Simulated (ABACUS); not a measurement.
**Zn: single point with PBE**

Zn:

```xyz
1
Lattice="-1.3476 1.3893 1.9648 1.3476 -1.3893 1.9648 1.3476 1.3893 -1.9648" Properties=species:S:1:pos:R:3 pbc="T T T"
Zn    0.0000    0.0000    0.0000
```

The cell isn't the ideal one: cell strained by -0.03 along c.

```json
{
 "Program": "ABACUS 3.10.1",
 "Task": "single point",
 "Functional": "PBE",
 "Potentials or basis": "PseudoDojo NC SR 0.4.1 PBE standard",
 "Cutoff": "1143 eV",
 "Density cutoff": "4572 eV",
 "Basis": "plane waves",
 "k mesh": "10 × 10 × 10",
 "Occupations": "fermi-dirac, width 0.05 eV",
 "Spin": "no spin polarisation"
}
```

The pressure is 2.1 GPa and the band gap on the k mesh is none (metal or under the smearing width).

Stress tensor (GPa, compression positive):
```
2.53 0.00 0.00
0.00 2.57 0.00
0.00 0.00 1.27
```

Levels at points of the mesh, in eV from the Fermi level:
| k point | band 7 | band 8 | band 9 | band 10 | band 11 | band 12 | band 13 |
| --- | --- | --- | --- | --- | --- | --- | --- |
| (0.00, 0.00, 0.00) | -7.81 | -7.72 | -7.39 | -7.35 | 17.83 | 18.01 | 19.13 |
| (0.00, 0.50, 0.50) | -7.72 | -7.09 | -7.07 | -3.27 | -1.67 | 15.17 | 16.09 |
| (0.50, 0.00, 0.50) | -7.77 | -7.09 | -7.04 | -3.07 | -1.25 | 15.07 | 15.18 |
| (0.50, 0.50, 0.00) | -7.09 | -7.01 | -6.98 | -1.14 | 1.84 | 8.26 | 8.34 |
| (0.50, 0.50, 0.50) | -7.09 | -7.00 | -7.00 | -1.39 | 1.45 | 7.99 | 9.24 |

Wall time 9.1 s on 4 MPI ranks on Intel(R) Xeon(R) Platinum 8488C (Sapphire Rapids) (shared host), peak memory 0.36 GiB a rank.
